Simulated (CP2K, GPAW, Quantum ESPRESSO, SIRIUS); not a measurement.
**One calculation of C, 4 ways**

```
CELL_PARAMETERS angstrom
4.25517 0.00000 0.00000
0.00000 4.25517 0.00000
0.00000 0.00000 1.28229
ATOMIC_POSITIONS crystal
C 0.50000 0.50000 0.50000
```

Alike in all runs: task single point; functional PBE; k mesh 6 × 6 × 20; occupations fermi-dirac, width 0.05 eV; no spin polarisation; no spin-orbit coupling. Pressure is positive in compression and, in plane waves, holds the error of the finite cutoff.

```csv
program and potentials,plane-wave cutoff (eV),notes,band gap (eV),pressure (GPa)
"GPAW, GPAW PAW data sets (gpaw-data 1.2.1)",800,-,no gap,0.11
"SIRIUS, PseudoDojo 0.4.1 PBE standard (scalar relativistic)",1127,-,no gap,-0.01
"Quantum ESPRESSO, SSSP 1.3 efficiency PBE",748,-,no gap,0.07
"CP2K, POTENTIAL_UZH C GTH-PBE-q4; TZVP-MOLOPT-PBE-GTH basis",-,atomic basis,no gap,0.48
```

None finds a gap. The pressure spans -0.01 (SIRIUS, PseudoDojo 0.4.1 PBE standard (scalar relativistic)) to 0.48 GPa (CP2K, POTENTIAL_UZH C GTH-PBE-q4; TZVP-MOLOPT-PBE-GTH basis). Rows in atomic bases carry the error of their basis and grid, which can be large.

Differences between rows come from potentials, basis sets and numerical settings, since the functional is the same but for its coding. Runs on potential files found faulty are left out.
